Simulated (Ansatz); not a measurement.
# Conductance against length: (GeH2)2 chain with methyl sulfide ends, between Au (111) faces with adatoms, and longer members

Wanted: G and thermopower along the series, and a fit against length.

Main program and level: Ansatz 0.2.0; DFT PBE, plane waves, PAW; relaxation of a junction, electrodes held but for their tips, in the first sound run; inputs show where later runs differ.

**1. The structure**

The cell holds 90 atoms: 74 Au, 2 S, 2 C, 2 Ge and 10 H. Cell: a = 8.825 Å, b = 8.825 Å, c = 30.878 Å, α = 90.0°, β = 90.0°, γ = 60.0°. Electrodes: Au (111) 3x3 face with an adatom; the apex atoms were set 9.599 Å apart; the free molecule is C[S][GeH2][GeH2][S]C. Regions: lower lead, 37 atoms (37 Au); bridge, 16 atoms (2 S, 2 C, 2 Ge and 10 H); upper lead, 37 atoms (37 Au). The structure is stacked along c, and the current runs across the ab planes.

**2. Relaxation of the scattering region, 90 atoms, molecule oligogermane 2, methyl sulfide ends, units 2**

The bridge and the electrodes' tips relax, while 72 atoms stay at the lead's spacing, so that the ends still repeat as a lead.

The input, input.yaml:

```yaml
crystal:
  lattice:
    - [8.8246926292, 0.0, 0.0]
    - [4.4123463146, 7.6424079975, 0.0]
    - [0.0, 0.0, 30.8784947524]
  atoms:
    - { symbol: Au, position: [0.722222222, 0.722222222, 0.0] }
    - { symbol: Au, position: [0.722222222, 0.055555556, 0.0] }
    - { symbol: Au, position: [0.722222222, 0.388888889, 0.0] }
    - { symbol: Au, position: [0.055555556, 0.722222222, 0.0] }
    - { symbol: Au, position: [0.055555556, 0.055555556, 0.0] }
    - { symbol: Au, position: [0.055555556, 0.388888889, 0.0] }
    - { symbol: Au, position: [0.388888889, 0.722222222, 0.0] }
    - { symbol: Au, position: [0.388888889, 0.055555556, 0.0] }
    - { symbol: Au, position: [0.388888889, 0.388888889, 0.0] }
    - { symbol: Au, position: [0.833333333, 0.833333333, 0.077781548] }
    - { symbol: Au, position: [0.833333333, 0.166666667, 0.077781548] }
    - { symbol: Au, position: [0.833333333, 0.5, 0.077781548] }
    - { symbol: Au, position: [0.166666667, 0.833333333, 0.077781548] }
    - { symbol: Au, position: [0.166666667, 0.166666667, 0.077781548] }
    - { symbol: Au, position: [0.166666667, 0.5, 0.077781548] }
    - { symbol: Au, position: [0.5, 0.833333333, 0.077781548] }
    - { symbol: Au, position: [0.5, 0.166666667, 0.077781548] }
    - { symbol: Au, position: [0.5, 0.5, 0.077781548] }
    - { symbol: Au, position: [0.944444444, 0.944444444, 0.155563096] }
    - { symbol: Au, position: [0.944444444, 0.277777778, 0.155563096] }
    - { symbol: Au, position: [0.944444444, 0.611111111, 0.155563096] }
    - { symbol: Au, position: [0.277777778, 0.944444444, 0.155563096] }
    - { symbol: Au, position: [0.277777778, 0.277777778, 0.155563096] }
    - { symbol: Au, position: [0.277777778, 0.611111111, 0.155563096] }
    - { symbol: Au, position: [0.611111111, 0.944444444, 0.155563096] }
    - { symbol: Au, position: [0.611111111, 0.277777778, 0.155563096] }
    - { symbol: Au, position: [0.611111111, 0.611111111, 0.155563096] }
    - { symbol: Au, position: [0.055555556, 0.055555556, 0.233344644] }
    - { symbol: Au, position: [0.055555556, 0.388888889, 0.233344644] }
    - { symbol: Au, position: [0.055555556, 0.722222222, 0.233344644] }
    - { symbol: Au, position: [0.388888889, 0.055555556, 0.233344644] }
    - { symbol: Au, position: [0.388888889, 0.388888889, 0.233344644] }
    - { symbol: Au, position: [0.388888889, 0.722222222, 0.233344644] }
    - { symbol: Au, position: [0.722222222, 0.055555556, 0.233344644] }
    - { symbol: Au, position: [0.722222222, 0.388888889, 0.233344644] }
    - { symbol: Au, position: [0.722222222, 0.722222222, 0.233344644] }
    - { symbol: Au, position: [0.5, 0.5, 0.305681483] }
    - { symbol: S, position: [0.377882995, 0.498583839, 0.375389449] }
    - { symbol: C, position: [0.202737167, 0.720062696, 0.386537406] }
    - { symbol: Ge, position: [0.554009607, 0.505841325, 0.425920247] }
    - { symbol: Ge, position: [0.440150152, 0.505840322, 0.496298182] }
    - { symbol: S, position: [0.623533614, 0.498583666, 0.546829055] }
    - { symbol: C, position: [0.577200272, 0.720062556, 0.53568105] }
    - { symbol: H, position: [0.092679161, 0.753074717, 0.36398274] }
    - { symbol: H, position: [0.24962376, 0.814397299, 0.381594846] }
    - { symbol: H, position: [0.15531743, 0.729582997, 0.420254138] }
    - { symbol: H, position: [0.568463197, 0.672644984, 0.420164637] }
    - { symbol: H, position: [0.738110007, 0.341879542, 0.421387266] }
    - { symbol: H, position: [0.420014111, 0.3418769, 0.500830885] }
    - { symbol: H, position: [0.258891763, 0.6726425, 0.50205394] }
    - { symbol: H, position: [0.654246087, 0.753074878, 0.558235705] }
    - { symbol: H, position: [0.435979074, 0.814397019, 0.540623501] }
    - { symbol: H, position: [0.615099759, 0.729582946, 0.501964334] }
    - { symbol: Au, position: [0.5, 0.5, 0.616536969] }
    - { symbol: Au, position: [0.277777778, 0.277777778, 0.688873808] }
    - { symbol: Au, position: [0.277777778, 0.611111111, 0.688873808] }
    - { symbol: Au, position: [0.277777778, 0.944444444, 0.688873808] }
    - { symbol: Au, position: [0.611111111, 0.277777778, 0.688873808] }
    - { symbol: Au, position: [0.611111111, 0.611111111, 0.688873808] }
    - { symbol: Au, position: [0.611111111, 0.944444444, 0.688873808] }
    - { symbol: Au, position: [0.944444444, 0.277777778, 0.688873808] }
    - { symbol: Au, position: [0.944444444, 0.611111111, 0.688873808] }
    - { symbol: Au, position: [0.944444444, 0.944444444, 0.688873808] }
    - { symbol: Au, position: [0.388888889, 0.388888889, 0.766655356] }
    - { symbol: Au, position: [0.388888889, 0.722222222, 0.766655356] }
    - { symbol: Au, position: [0.388888889, 0.055555556, 0.766655356] }
    - { symbol: Au, position: [0.722222222, 0.388888889, 0.766655356] }
    - { symbol: Au, position: [0.722222222, 0.722222222, 0.766655356] }
    - { symbol: Au, position: [0.722222222, 0.055555556, 0.766655356] }
    - { symbol: Au, position: [0.055555556, 0.388888889, 0.766655356] }
    - { symbol: Au, position: [0.055555556, 0.722222222, 0.766655356] }
    - { symbol: Au, position: [0.055555556, 0.055555556, 0.766655356] }
    - { symbol: Au, position: [0.5, 0.5, 0.844436904] }
    - { symbol: Au, position: [0.5, 0.833333333, 0.844436904] }
    - { symbol: Au, position: [0.5, 0.166666667, 0.844436904] }
    - { symbol: Au, position: [0.833333333, 0.5, 0.844436904] }
    - { symbol: Au, position: [0.833333333, 0.833333333, 0.844436904] }
    - { symbol: Au, position: [0.833333333, 0.166666667, 0.844436904] }
    - { symbol: Au, position: [0.166666667, 0.5, 0.844436904] }
    - { symbol: Au, position: [0.166666667, 0.833333333, 0.844436904] }
    - { symbol: Au, position: [0.166666667, 0.166666667, 0.844436904] }
    - { symbol: Au, position: [0.611111111, 0.611111111, 0.922218452] }
    - { symbol: Au, position: [0.611111111, 0.944444444, 0.922218452] }
    - { symbol: Au, position: [0.611111111, 0.277777778, 0.922218452] }
    - { symbol: Au, position: [0.944444444, 0.611111111, 0.922218452] }
    - { symbol: Au, position: [0.944444444, 0.944444444, 0.922218452] }
    - { symbol: Au, position: [0.944444444, 0.277777778, 0.922218452] }
    - { symbol: Au, position: [0.277777778, 0.611111111, 0.922218452] }
    - { symbol: Au, position: [0.277777778, 0.944444444, 0.922218452] }
    - { symbol: Au, position: [0.277777778, 0.277777778, 0.922218452] }
kpoints:
  mp_grid: { grid: [2, 2, 1] }
scf:
  occupations: { method: fermi_dirac, width: 0.1 }
hamiltonian:
  xc: pbe
relax:
  constraints:
    - { sites: [0, 1, 2, 3, 4, 5, 6, 7, 8, 9, 10, 11, 12, 13, 14, 15, 16, 17, 18, 19, 20, 21, 22, 23, 24, 25, 26, 27, 28, 29, 30, 31, 32, 33, 34, 35, 54, 55, 56, 57, 58, 59, 60, 61, 62, 63, 64, 65, 66, 67, 68, 69, 70, 71, 72, 73, 74, 75, 76, 77, 78, 79, 80, 81, 82, 83, 84, 85, 86, 87, 88, 89] }
  f_tol: 0.05
  max_steps: 35
```

On the command line:

```sh
$ ansatz run input.yaml --threads 16 --pin off --max-ram 61440MiB --backend cuda --events-out ev --progress --plain --runs-dir out --max-vram 78GiB
```

Numbers of over 12 decimals in the logs are rounded to 6 here.

The program printed:

```text
Engine: ansatz 0.2.0, aarch64-unknown-linux-gnu
Pseudopotentials: kind: paw
Pseudopotential: Au, paw, valence charge 19, recommended cutoff 420 eV (normal), Au.paw.azcp
Pseudopotential: S, paw, valence charge 6, recommended cutoff 420 eV (normal), S.paw.azcp
Pseudopotential: C, paw, valence charge 4, recommended cutoff 420 eV (normal), C.paw.azcp
Pseudopotential: Ge, paw, valence charge 14, recommended cutoff 420 eV (normal), Ge.paw.azcp
Pseudopotential: H, paw, valence charge 1, recommended cutoff 420 eV (normal), H.paw.azcp
Functional definition: PBE
  parameter kappa = 0.804
  parameter beta = 0.066725
  exchange = pbe_x(kappa = kappa, mu = beta*pi^2/3)
  correlation = pbe_c(beta = beta)
[...]
Crystal: 90 atoms, lattice volume = 2082.504 Å³
Basis set: ecut = 420 eV, 40753 PW (Γ), exchange–correlation on 120×120×432 points (8 copies of the dense FFT grid, shifted against one another)
Bands: 879, of which v1, the nominal top of the filled ones, is band 732 counted from 1 (731 counted from 0)
Symmetry: 1 space group operations
Space group: P1 (ITA 1), of the structure as read, at distance tolerance 1.3e-4 Å
k-points: 4
Non-local potential: Au, projectors of the file, l = 0: 3, l = 1: 2, l = 2: 2, l = 3: 1
Non-local potential: S, projectors of the file, l = 0: 2, l = 1: 2, l = 2: 2
Non-local potential: C, projectors of the file, l = 0: 2, l = 1: 2, l = 2: 1
Non-local potential: Ge, projectors of the file, l = 0: 2, l = 1: 2, l = 2: 3, l = 3: 1
Non-local potential: H, projectors of the file, l = 0: 2, l = 1: 1
PAW form: soft (Blöchl's): semilocal exchange-correlation on the pseudo side does not see the compensation charge
PAW one-centre angular grid: Au, 590 points (default); XC on 64 Gauss nodes
PAW one-centre angular grid: S, 110 points (default); XC on 64 Gauss nodes
PAW one-centre angular grid: C, 110 points (default); XC on 64 Gauss nodes
PAW one-centre angular grid: Ge, 590 points (default); XC on 64 Gauss nodes
PAW one-centre angular grid: H, 110 points (default); XC on 64 Gauss nodes
Initial density: superposition of atomic densities (neutral atoms: chi_scale 0, normalization atom), corrected by the library's trained network
Initial wavefunctions: pseudopotential atomic-orbital guess
[...]
Functional: x = pbe(κ = 0.804, μ = 0.219515), c = pbe(β = 0.066725)
SCF iter   1: F=—  HF=-984097.949147 eV  |F-HF|=—  |Δ(HF+E_count)|=         —  Δρ=3.50e-3  dr2=6.57e0  ethr=1.77e-3  ⟨swp⟩=6.0  Hψ=13422  notcnv=0  defer=77
preconditioner: auto → LDOS  [metal: Δε(μ)=0.118 eV  Ē_g=9.443 eV  σ=0.100 eV  W_gap=0.28  n_scr=600 (ndim 8)  ℏωp=24.0 eV  f_vac=0.277  D(μ)=39.36/eV (n_scr^D=240)  β→1.0]
SCF iter   2: F=—  HF=-984097.768823 eV  |F-HF|=—  |Δ(HF+E_count)|=   1.80e-1  Δρ=2.60e-3  dr2=4.46e-1  ethr=4.49e-4  ⟨swp⟩=2.0  Hψ=4136  notcnv=0  defer=399
[...]
SCF iter   7: F=-984097.684842 eV  HF=-984097.684876 eV  |F-HF|=3.40e-5  |Δ(HF+E_count)|=   2.37e-5  Δρ=1.92e-5  dr2=3.74e-5  ethr=4.27e-9  ⟨swp⟩=2.2  Hψ=10990  notcnv=0
SCF 1 converged in 7 iterations: F = -984097.684842 eV  dr2 = 3.74e-5
  greatest PAW one-centre occupation: 1.000 electrons in one spin orbital (limit 2), on the Au atom at site 34 (counted from 0), in its partial waves of l = 0
relax step   1: F+E_penalty+E_count = -984097.68484180 eV  Δ(F+E_penalty+E_count) = +0.000e0 eV  max|allowed force component| = 9.818e-1 eV/Å  Δτ_max = 0.0000 Å  (7 SCF iters, dr2 threshold 6.25e-5 eV, accepted)
[...]
preconditioner: auto → LDOS  [metal: Δε(μ)=0.107 eV  Ē_g=9.360 eV  σ=0.100 eV  W_gap=0.26  n_scr=600 (ndim 8)  ℏωp=24.0 eV  f_vac=0.277  D(μ)=37.63/eV (n_scr^D=214)  β→1.0]
[...]
SCF 2 converged in 6 iterations: F = -984097.831404 eV  dr2 = 4.06e-6
  greatest PAW one-centre occupation: 1.000 electrons in one spin orbital (limit 2), on the Au atom at site 55 (counted from 0), in its partial waves of l = 0
relax step   2: F+E_penalty+E_count = -984097.83140355 eV  Δ(F+E_penalty+E_count) = -1.466e-1 eV  max|allowed force component| = 3.700e-1 eV/Å  Δτ_max = 0.1934 Å  (6 SCF iters, dr2 threshold 6.03e-5 eV, accepted)
[...]
SCF 3 converged in 6 iterations: F = -984097.887232 eV  dr2 = 9.15e-7
relax step   3: F+E_penalty+E_count = -984097.88723233 eV  Δ(F+E_penalty+E_count) = -5.583e-2 eV  max|allowed force component| = 2.065e-1 eV/Å  Δτ_max = 0.1117 Å  (6 SCF iters, dr2 threshold 8.56e-6 eV, accepted)
[... from here on, the SCF cycles and remarks between the steps are left out ...]
relax step   4: F+E_penalty+E_count = -984097.90663481 eV  Δ(F+E_penalty+E_count) = -1.940e-2 eV  max|allowed force component| = 1.060e-1 eV/Å  Δτ_max = 0.1186 Å  (6 SCF iters, dr2 threshold 6.06e-6 eV, accepted)
relax step   5: F+E_penalty+E_count = -984097.91336544 eV  Δ(F+E_penalty+E_count) = -6.731e-3 eV  max|allowed force component| = 5.411e-2 eV/Å  Δτ_max = 0.0826 Å  (6 SCF iters, dr2 threshold 2.96e-6 eV, accepted)
relax step   6: F+E_penalty+E_count = -984097.91889863 eV  Δ(F+E_penalty+E_count) = -5.533e-3 eV  max|allowed force component| = 6.589e-2 eV/Å  Δτ_max = 0.1156 Å  (8 SCF iters, accepted)
relax step   7: F+E_penalty+E_count = -984097.92405602 eV  Δ(F+E_penalty+E_count) = -5.157e-3 eV  max|allowed force component| = 7.270e-2 eV/Å  Δτ_max = 0.1646 Å  (8 SCF iters, accepted)
relax step   8: F+E_penalty+E_count = -984097.92862936 eV  Δ(F+E_penalty+E_count) = -4.573e-3 eV  max|allowed force component| = 9.882e-2 eV/Å  Δτ_max = 0.1878 Å  (6 SCF iters, dr2 threshold 5.29e-6 eV, accepted)
relax step   9: F+E_penalty+E_count = -984097.93088886 eV  Δ(F+E_penalty+E_count) = -2.260e-3 eV  max|allowed force component| = 1.369e-1 eV/Å  Δτ_max = 0.0873 Å  (6 SCF iters, dr2 threshold 9.77e-6 eV, accepted)
relax step  10: F+E_penalty+E_count = -984097.93300504 eV  Δ(F+E_penalty+E_count) = -2.116e-3 eV  max|allowed force component| = 1.490e-1 eV/Å  Δτ_max = 0.1625 Å  (6 SCF iters, dr2 threshold 1.87e-5 eV, accepted)
relax step  11: F+E_penalty+E_count = -984097.93582038 eV  Δ(F+E_penalty+E_count) = -2.815e-3 eV  max|allowed force component| = 9.934e-2 eV/Å  Δτ_max = 0.0496 Å  (5 SCF iters, dr2 threshold 2.22e-5 eV, accepted)
relax step  12: F+E_penalty+E_count = -984097.93736299 eV  Δ(F+E_penalty+E_count) = -1.543e-3 eV  max|allowed force component| = 1.785e-2 eV/Å  Δτ_max = 0.0324 Å  (5 SCF iters, dr2 threshold 4.39e-6 eV, accepted)
[...]
relax step  13: F+E_penalty+E_count = -984097.93736369 eV  Δ(F+E_penalty+E_count) = -6.987e-7 eV  max|allowed force component| = 1.768e-2 eV/Å  Δτ_max = 0.0000 Å  (4 SCF iters, accepted)
[...]
- { symbol: Au, position: [0.055556, 0.055555556, 0.233344644] }
    - { symbol: Au, position: [0.055556, 0.388889, 0.233344644] }
    - { symbol: Au, position: [0.055556, 0.722222, 0.233344644] }
    - { symbol: Au, position: [0.388888889, 0.055555556, 0.233344644] }
    - { symbol: Au, position: [0.388888889, 0.388889, 0.233344644] }
    - { symbol: Au, position: [0.388889, 0.722222, 0.233344644] }
    - { symbol: Au, position: [0.722222, 0.055555556, 0.233344644] }
    - { symbol: Au, position: [0.722222, 0.388889, 0.233344644] }
    - { symbol: Au, position: [0.722222, 0.722222, 0.233344644] }
    - { symbol: Au, position: [0.510377, 0.492622, 0.303912] }
    - { symbol: S, position: [0.361596, 0.548544, 0.371406] }
    - { symbol: C, position: [0.186051, 0.776985, 0.366951] }
    - { symbol: Ge, position: [0.526073, 0.570245, 0.425342] }
    - { symbol: Ge, position: [0.397542, 0.571598, 0.495773] }
    - { symbol: S, position: [0.591113, 0.537510, 0.548984] }
    - { symbol: C, position: [0.556881, 0.759996, 0.551992] }
    - { symbol: H, position: [0.105240, 0.781927, 0.339410] }
    - { symbol: H, position: [0.238971, 0.863528, 0.360525] }
    - { symbol: H, position: [0.107833, 0.815077, 0.396674] }
    - { symbol: H, position: [0.540640, 0.734687, 0.416881] }
    - { symbol: H, position: [0.705637, 0.403167, 0.421050] }
    - { symbol: H, position: [0.377451, 0.408793, 0.499814] }
    - { symbol: H, position: [0.222555, 0.739817, 0.505104] }
    - { symbol: H, position: [0.638375, 0.759394, 0.578851] }
    - { symbol: H, position: [0.419807, 0.855137, 0.558877] }
    - { symbol: H, position: [0.599758, 0.791072, 0.521644] }
    - { symbol: Au, position: [0.497377, 0.499340, 0.618279] }
    - { symbol: Au, position: [0.277777778, 0.277778, 0.688873808] }
    - { symbol: Au, position: [0.277777778, 0.611111, 0.688873808] }
    - { symbol: Au, position: [0.277778, 0.944444, 0.688873808] }
    - { symbol: Au, position: [0.611111111, 0.277778, 0.688873808] }
    - { symbol: Au, position: [0.611111111, 0.611111, 0.688873808] }
    - { symbol: Au, position: [0.611111111, 0.944444, 0.688873808] }
    - { symbol: Au, position: [0.944444, 0.277778, 0.688873808] }
    - { symbol: Au, position: [0.944444, 0.611111, 0.688873808] }
    - { symbol: Au, position: [0.944444, 0.944444, 0.688873808] }
    - { symbol: Au, position: [0.388888889, 0.388889, 0.766655356] }
    - { symbol: Au, position: [0.388889, 0.722222, 0.766655356] }
    - { symbol: Au, position: [0.388888889, 0.055555556, 0.766655356] }
    - { symbol: Au, position: [0.722222, 0.388889, 0.766655356] }
    - { symbol: Au, position: [0.722222, 0.722222, 0.766655356] }
    - { symbol: Au, position: [0.722222, 0.055555556, 0.766655356] }
    - { symbol: Au, position: [0.055556, 0.388889, 0.766655356] }
    - { symbol: Au, position: [0.055556, 0.722222, 0.766655356] }
    - { symbol: Au, position: [0.055556, 0.055555556, 0.766655356] }
    - { symbol: Au, position: [0.5, 0.5, 0.844436904] }
    - { symbol: Au, position: [0.500000, 0.833333, 0.844436904] }
    - { symbol: Au, position: [0.5, 0.166667, 0.844436904] }
    - { symbol: Au, position: [0.833333, 0.5, 0.844436904] }
    - { symbol: Au, position: [0.833333, 0.833333, 0.844436904] }
    - { symbol: Au, position: [0.833333, 0.166667, 0.844436904] }
    - { symbol: Au, position: [0.166666667, 0.5, 0.844436904] }
    - { symbol: Au, position: [0.166666667, 0.833333, 0.844436904] }
    - { symbol: Au, position: [0.166666667, 0.166667, 0.844436904] }
    - { symbol: Au, position: [0.611111111, 0.611111, 0.922218452] }
    - { symbol: Au, position: [0.611111111, 0.944444, 0.922218452] }
    - { symbol: Au, position: [0.611111111, 0.277778, 0.922218452] }
    - { symbol: Au, position: [0.944444, 0.611111, 0.922218452] }
    - { symbol: Au, position: [0.944444, 0.944444, 0.922218452] }
    - { symbol: Au, position: [0.944444, 0.277778, 0.922218452] }
    - { symbol: Au, position: [0.277777778, 0.611111, 0.922218452] }
    - { symbol: Au, position: [0.277778, 0.944444, 0.922218452] }
    - { symbol: Au, position: [0.277777778, 0.277778, 0.922218452] }
```

It took 26 s on 1 × NVIDIA GB200 with 16 threads of Arm Neoverse V2, shared host; peak memory 1.9 GiB.

The steps of the relaxation:

```tsv
step	energy less that of the first step (eV)	largest force component (eV/Å)
1	0.0000	0.9818
2	-0.1466	0.3700
3	-0.2024	0.2065
4	-0.2218	0.1060
5	-0.2285	0.0541
6	-0.2341	0.0659
7	-0.2392	0.0727
8	-0.2438	0.0988
9	-0.2460	0.1369
10	-0.2482	0.1490
11	-0.2510	0.0993
12	-0.2525	0.0178
13	-0.2525	0.0177
```

The atoms that moved most (Å):

```tsv
atom	dx	dy	dz	length
H46	-0.042	0.653	-0.728	0.979
H44	0.238	0.221	-0.759	0.825
H53	0.136	0.470	0.608	0.780
H45	0.123	0.375	-0.651	0.761
C39	0.104	0.435	-0.605	0.752
H51	-0.112	0.048	0.637	0.648
H52	0.037	0.311	0.564	0.645
C43	-0.003	0.305	0.504	0.589
```

This step gave:

- energy at zero smearing: -984097.3331 eV

The largest force component on a free atom ends at 0.018 eV/Å, under the limit of 0.05. The apex atoms end 9.71 Å apart, and their nearest bridge atoms lie at 2.38 Å (Au–S) and 2.38 Å (Au–S).

(Part 1 of 4 ends here.)

[Logs are printed without paths, hosts, clocks, repeated set-up lines and the standing remarks that a program may print on its own settings, such as how far it seeks lower states.]

[Hosts, paths, dates, database ids (printed as entryN), source tags and the programs' standing remarks are cut or masked in the printed files.]
